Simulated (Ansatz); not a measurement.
An input for Ansatz 0.2.0 (HfS2 (1T monolayer)):

```yaml
crystal:
  lattice:
    - [3.6556486985, 0.0, 0.0]
    - [-1.8278243492, 3.1658846402, 0.0]
    - [0.0, 0.0, 29.0]
  atoms:
    - { symbol: Hf, position: [0.0, 0.0, 0.5] }
    - { symbol: S, position: [0.3333333333, 0.6666666667, 0.549798938] }
    - { symbol: S, position: [0.6666666667, 0.3333333333, 0.450201062] }
  periodic: [true, true, false]
kpoints:
  mp_grid: { grid: [6, 6, 1] }
hamiltonian:
  xc: pbe
scf:
  occupations: { method: fixed }
gw:
  n_empty_bands: 408
  ecut_chi: 66.0
  qp_bands: [v2, c2]
  qp_kpoints: band_edges
  screening: { model: contour_deformation }
```

```sh
ansatz run input.yaml --threads 3 --pin off --max-ram 92160MiB --backend cuda --events-out ev --progress --plain --runs-dir out --devices 1 --max-vram 13GiB  # rebuilt from the run's record
```

Q: Estimate wall time and host memory on 1 × NVIDIA H100 80GB HBM3 (shared by 6 runs) with 3 threads of AMD EPYC 7R13 (Zen 3), shared host.

It took 42 s; on shared hardware allow 21 s to 84 s. Peak host memory was 1.8 GiB. The sizes that set the cost: 6433 plane waves a state, 7 irreducible k points, 427 bands summed, 429 plane waves in the screening and 6 SCF cycles.

The screening grows as filled bands × empty bands × pairs of k points, times the square of the screening basis for the matrix.

[Paths, hosts, dates, memory and timing lines, banners, echoed tables and standing remarks are left out of the program output.]

[Logs are printed without paths, hosts, clocks, repeated set-up lines and the standing remarks that a program may print on its own settings, such as how far it seeks lower states.]

[Runs of the session that timed out or met a known fault of the program may be left out.]

[Cells called generated may have been cut or substituted from an entry of the Crystallography Open Database or the Materials Project.]

[Hosts, paths, dates, database ids (printed as entryN), source tags and the programs' standing remarks are cut or masked in the printed files.]
